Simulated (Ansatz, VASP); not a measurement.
# WS2: VASP beside Ansatz, part 2 of 2

Wanted: the spread between two codes on one cell, functional and k mesh. The cell is taken from a series of runs on this material, whose earlier steps may have relaxed, scaled, displaced or heated it; both programs get it as it stands.

VASP 6.6.1 and Ansatz 0.2.0.

So far: The starting structure; VASP: single point, PBE, pair 1; Ansatz: single point, PBE, pair 1; Side by side; VASP: single point, PBE, pair 2.

### 6. Ansatz: single point, PBE, pair 2

Level of this step: Ansatz beside VASP: Kohn-Sham DFT, plane waves, PBE (Ansatz).

The same cell, functional, mesh and smearing now go to Ansatz, which takes its cutoff from its data sets.

The cell is taken from a series of runs on this material, whose earlier steps may have relaxed, scaled, displaced or heated it; both programs get it as it stands.

File input.yaml:

```yaml
crystal:
  lattice:
    - [3.1571023011, 0.0, 0.0]
    - [-1.5785511505, 2.7341307951, 0.0]
    - [0.0, 0.0, 41.7]
  atoms:
    - { symbol: S, position: [0.6666666667, 0.3333333333, 0.3892577191] }
    - { symbol: W, position: [0.3333333333, 0.6666666667, 0.4270625379] }
    - { symbol: S, position: [0.6666666667, 0.3333333333, 0.4648236041] }
    - { symbol: S, position: [0.3333333333, 0.6666666667, 0.5351763959] }
    - { symbol: W, position: [0.6666666667, 0.3333333333, 0.5729374621] }
    - { symbol: S, position: [0.3333333333, 0.6666666667, 0.6107422809] }
  periodic: [true, true, false]
kpoints:
  mp_grid: { grid: [9, 9, 1] }
  band_path:
    path:
      - [0, 0, 0]
      - [0.5, 0, 0]
      - [0.3333333333333, 0.3333333333333, 0]
      - [0, 0, 0]
    npoints: 10
hamiltonian:
  xc: pbe
  pseudopotentials: { kind: paw, azcp: { folder: soft_1 } }
scf:
  occupations: { method: fermi_dirac, width: 0.02 }
  n_extra_bands: 6
output:
  eigenvalues: true
  write_density: true
  write_potential: true
  elf: true
  volumetric_format: npy
```

On the command line:

```console
> ansatz run input.yaml --threads 2 --pin off --max-ram 73728MiB --backend cuda --events-out ev --progress --plain --runs-dir out --devices 1 --max-vram 13GiB
```

Numbers of over 12 decimals in the logs are rounded to 6 here.

Output:

```text
[...]
GPUs: using 1 of 1 available (devices: 1).
[...]
GPU FFT provider: cuFFT
GPU libraries: cuBLAS 13.8.2, cuFFT 12.4.0, cuSOLVER 12.3.4
Crystal: 6 atoms, lattice volume = 359.952 Å³
Basis set: ecut = 420 eV, 6919 PW (Γ)
Bands: 32, of which v1, the nominal top of the filled ones, is band 26 counted from 1 (25 counted from 0)
Symmetry: 12 space group operations
[...]
k-points: 12 of 81
[...]
--- Band table (eV; the first three rows and the last of 12) ---
  k-point 0: bands = [... 22 lower, -7.2440, -7.2440, -6.0147, -5.2662, -2.7681, -2.7681, -2.7502, -2.7502, ... 2 higher]
  k-point 1: bands = [... 22 lower, -7.2043, -6.8469, -6.0608, -5.5699, -3.0839, -2.9688, -2.8912, -2.8677, ... 2 higher]
  k-point 2: bands = [... 22 lower, -7.4625, -7.0667, -6.4532, -6.3817, -3.5728, -3.1523, -3.1464, -3.0071, ... 2 higher]
  k-point 11: bands = [... 22 lower, -8.0860, -8.0860, -5.7589, -5.6389, -3.7599, -3.7599, -2.7652, -2.0900, ... 2 higher]
[key lines of the parts left out:]
SCF converged after 10 iterations
Free energy (F): -24384.981702 eV
Fermi energy:    -4.565905 eV
```

### 7. Differences

What differs besides the data sets and the points named for the pairs above, as far as they apply: the data sets hold 52 valence electrons in Ansatz (on its PAW soft_1 files) and 36 in VASP. Total energies have different zeros and are not compared.

Compared:

```csv
quantity,Ansatz,VASP,difference
gap on the k mesh (eV),1.451,1.467,-0.016
```

A gap on the mesh is an upper bound, since the band edges may lie between its points; neither run holds spin-orbit coupling, which can move the band edges of a compound of W. VASP's last cycles still show a density residual of 6e-03, so its state may not be settled. With vacuum in the cell, a pressure given here is an average over mostly empty space and none of the material.

### 8. VASP: single point, PBE, pair 3

With cell and atoms fixed, the geometry can't cause a difference; cores, projectors, grids and the points listed under the comparison can. This pair takes another cell of the material, with 9 atoms against 6 for the pair before.

File INCAR:

```
SYSTEM = WS2
PREC = Accurate
ENCUT = 520
EDIFF = 1E-06
NELM = 120
ISMEAR = 0
SIGMA = 0.01
LREAL = .FALSE.
ALGO = Normal
GGA = PE
NBANDS = 36
LASPH = .TRUE.
LORBIT = 11
LWAVE = .FALSE.
LCHARG = .FALSE.
ISIF = 2
LDIPOL = .TRUE.
IDIPOL = 3
DIPOL = 0.5 0.5 0.5
LVHAR = .TRUE.
GGA_COMPAT = .FALSE.
EFERMI = MIDGAP
NELMDL = -8
KPAR = 2
```

File POSCAR:

```
WS2
1.0
    3.1561069924      0.0000000000      0.0000000000
   -1.5780534962      2.7332688324      0.0000000000
    0.0000000000      0.0000000000     53.8000000000
S W
6 3
Direct
    0.6666666666      0.3333333334      0.3577893293
    0.6666666666      0.3333333334      0.4163693837
    0.3333333333      0.6666666667      0.4707397701
    0.3333333333      0.6666666667      0.5292602299
    0.6666666666      0.3333333334      0.5836306163
    0.6666666666      0.3333333334      0.6422106707
    0.3333333333      0.6666666667      0.3870972833
    0.6666666666      0.3333333334      0.5000000000
    0.3333333333      0.6666666667      0.6129027167
```

File KPOINTS:

```
Automatic mesh
0
Gamma
12 12 1
0 0 0
```

PAW data sets: S and W (PBE family, release 64).

On the command line:

```console
> mpirun -np 2 vasp_std
```

Output:

```text
[banner, memory and clock lines left out]
running    2 mpi-ranks, on    1 nodes
[...]
LDA part: xc-table for (Slater+PW92), standard interpolation
|                                                                             |
|           W    W    AA    RRRRR   N    N  II  N    N   GGGG   !!!           |
|           W    W   A  A   R    R  NN   N  II  NN   N  G    G  !!!           |
|           W    W  A    A  R    R  N N  N  II  N N  N  G       !!!           |
|           W WW W  AAAAAA  RRRRR   N  N N  II  N  N N  G  GGG   !            |
|           WW  WW  A    A  R   R   N   NN  II  N   NN  G    G                |
|           W    W  A    A  R    R  N    N  II  N    N   GGGG   !!!           |
|                                                                             |
|     One of the lattice vectors is very long (>50 A), but AMIN is rather     |
|     large. This can spoil convergence since charge sloshing might occur     |
|     along the long lattice vector. If problems with convergence are         |
|     observed, try to decrease AMIN to a smaller value (e.g. 0.01).          |
|     Note: This warning only applies if the self-consistency cycle is        |
|     used.                                                                   |
|                                                                             |

 POSCAR, INCAR and KPOINTS ok, starting setup
[...]
entering main loop
       N       E                     dE             d eps       ncg     rms          rms(c)
DAV:   1     0.431996922446E+03    0.43200E+03   -0.19493E+04  1392   0.115E+03
DAV:   2    -0.134768722565E+02   -0.44547E+03   -0.42818E+03  2024   0.237E+02
DAV:   3    -0.732952881677E+02   -0.59818E+02   -0.59306E+02  1620   0.956E+01
DAV:   4    -0.752175948594E+02   -0.19223E+01   -0.19095E+01  1896   0.199E+01
[...]
DAV:  27    -0.710137427795E+02   -0.79100E-05   -0.17110E-07   956   0.179E-03    0.124E-03
DAV:  28    -0.710137450614E+02   -0.22819E-05   -0.91668E-08   936   0.120E-03    0.717E-04
DAV:  29    -0.710137457148E+02   -0.65346E-06   -0.16173E-08   816   0.564E-04
   1 F= -.71013746E+02 E0= -.71013746E+02  d E =0.000000E+00
```

OUTCAR, selected parts (step 8):

```text
  Total        2.9144494      2.9144494      2.4244898      0.0000000      0.0000000      0.0000000
  in kB       10.0612225     10.0612225      8.3697907      0.0000000      0.0000000      0.0000000
  external PRESSURE =       9.4974119 kB  Pullay stress =       0.0000000 kB

 POSITION                                       TOTAL-FORCE (eV/Angst)
 -----------------------------------------------------------------------------------
      1.57805      0.91109     19.24907        -0.000000      0.000000     -0.055895
      1.57805      0.91109     22.40067        -0.000000     -0.000000     -0.083453
     -0.00000      1.82218     25.32580         0.000000     -0.000000      0.067195
     -0.00000      1.82218     28.47420         0.000000     -0.000000     -0.067195
      1.57805      0.91109     31.39933        -0.000000     -0.000000      0.083453
      1.57805      0.91109     34.55093         0.000000      0.000000      0.055895
     -0.00000      1.82218     20.82583         0.000000     -0.000000     -0.090694
      1.57805      0.91109     26.90000         0.000000     -0.000000     -0.000000
     -0.00000      1.82218     32.97417         0.000000     -0.000000      0.090694
 -----------------------------------------------------------------------------------
    total drift:                                0.000001     -0.000000     -0.000000

  FREE ENERGIE OF THE ION-ELECTRON SYSTEM (eV)
  ---------------------------------------------------
  free  energy   TOTEN  =       -71.0137457148 eV

  energy  without entropy=      -71.0137457148  energy(sigma->0) =      -71.01374571

[... 3 further parts left out ...]
[key lines of the parts left out:]
E-fermi :  -0.6298
```

### 9. Ansatz: single point, PBE, pair 3

The same cell, functional and mesh now go to Ansatz, which takes its cutoff from its data sets.

The cell is taken from a series of runs on this material, whose earlier steps may have relaxed, scaled, displaced or heated it; both programs get it as it stands.

File input.yaml:

```yaml
crystal:
  lattice:
    - [3.1561069924, 0.0, 0.0]
    - [-1.5780534962, 2.7332688324, 0.0]
    - [0.0, 0.0, 53.8]
  atoms:
    - { symbol: S, position: [0.6666666667, 0.3333333333, 0.3577893293] }
    - { symbol: W, position: [0.3333333333, 0.6666666667, 0.3870972833] }
    - { symbol: S, position: [0.6666666667, 0.3333333333, 0.4163693837] }
    - { symbol: S, position: [0.3333333333, 0.6666666667, 0.4707397701] }
    - { symbol: W, position: [0.6666666667, 0.3333333333, 0.5] }
    - { symbol: S, position: [0.3333333333, 0.6666666667, 0.5292602299] }
    - { symbol: S, position: [0.6666666667, 0.3333333333, 0.5836306163] }
    - { symbol: W, position: [0.3333333333, 0.6666666667, 0.6129027167] }
    - { symbol: S, position: [0.6666666667, 0.3333333333, 0.6422106707] }
  periodic: [true, true, false]
kpoints:
  mp_grid: { grid: [12, 12, 1] }
hamiltonian:
  xc: pbe
  pseudopotentials: { kind: paw, azcp: { folder: soft_1 } }
scf:
  occupations: { method: fixed }
  n_extra_bands: 7
output:
  eigenvalues: true
  band_densities: [{ e_range: [-0.08, 0] }, { e_range: [1.08, 1.21] }]
  volumetric_format: npy
```

On the command line:

```console
> ansatz run input.yaml --threads 2 --pin off --max-ram 73728MiB --backend cuda --events-out ev --progress --plain --runs-dir out --devices 1 --max-vram 13GiB
```

Output:

```text
[...]
GPUs: using 1 of 1 available (devices: 1).
[...]
GPU FFT provider: cuFFT
GPU libraries: cuBLAS 13.8.2, cuFFT 12.4.0, cuSOLVER 12.3.4
Crystal: 9 atoms, lattice volume = 464.105 Å³
Basis set: ecut = 420 eV, 8963 PW (Γ)
Bands: 46, of which v1, the nominal top of the filled ones, is band 39 counted from 1 (38 counted from 0)
Symmetry: 12 space group operations
[...]
k-point 2: bands = [... 35 lower, -6.7637, -6.2314, -6.0092, -5.9266, -3.4479, -3.2695, -3.0610, -3.0259, ... 3 higher]
  k-point 18: bands = [... 35 lower, -8.0280, -5.7926, -5.7026, -5.6205, -3.7676, -3.7547, -3.7546, -2.9150, ... 3 higher]
--- Band densities, each state counted as filled ---
  window                                       electrons  max residual (eV)  cut levels
  e_range: [-0.08, 0]                           0.013889             3.9e-5           0
  e_range: [1.08, 1.21]                         0.083333             1.4e-4           0
[key lines of the parts left out:]
SCF converged after 10 iterations
Free energy (F): -36577.432561 eV
Fermi energy:    -5.130570 eV
```

### 10. Comparison

What differs besides the data sets and the points named for the pairs above, as far as they apply: fixed occupations in Ansatz, narrow Gaussian smearing in VASP; the data sets hold 78 valence electrons in Ansatz (on its PAW soft_1 files) and 54 in VASP. Total energies have different zeros and are not compared.

The two programs side by side:

```csv
quantity,Ansatz,VASP,difference
gap on the k mesh (eV),1.131,1.151,-0.021
```

A gap on the mesh is an upper bound, since the band edges may lie between its points; neither run holds spin-orbit coupling, which can move the band edges of a compound of W. With vacuum in the cell, a pressure given here is an average over mostly empty space and none of the material.

### 11. Outcome

- difference in gap on the k mesh (single point, PBE, pair 1): 0.0078 eV
- difference in gap on the k mesh (single point, PBE, pair 2): -0.016 eV
- difference in gap on the k mesh (single point, PBE, pair 3): -0.021 eV

**Reading.** The difference in gap on the k mesh is -0.021 eV (single point, PBE, pair 3), within the 0.08 eV picked in this series as the mark of a large difference. The data sets hold unlike numbers of valence electrons (26 in Ansatz and 18 in VASP, 52 in Ansatz and 36 in VASP and 78 in Ansatz and 54 in VASP), so part of the differences comes from the potentials. 3 further runs of this series are not shown here. How closely two codes agree says nothing of how well the functional describes the real material.

[Lines on the potential files, build, host, timing and source positions are cut from VASP's logs without a mark.]

[Logs are printed without paths, hosts, clocks, repeated set-up lines and the standing remarks that a program may print on its own settings, such as how far it seeks lower states.]

[Hosts, paths, dates, database ids (printed as entryN), source tags and the programs' standing remarks are cut or masked in the printed files.]
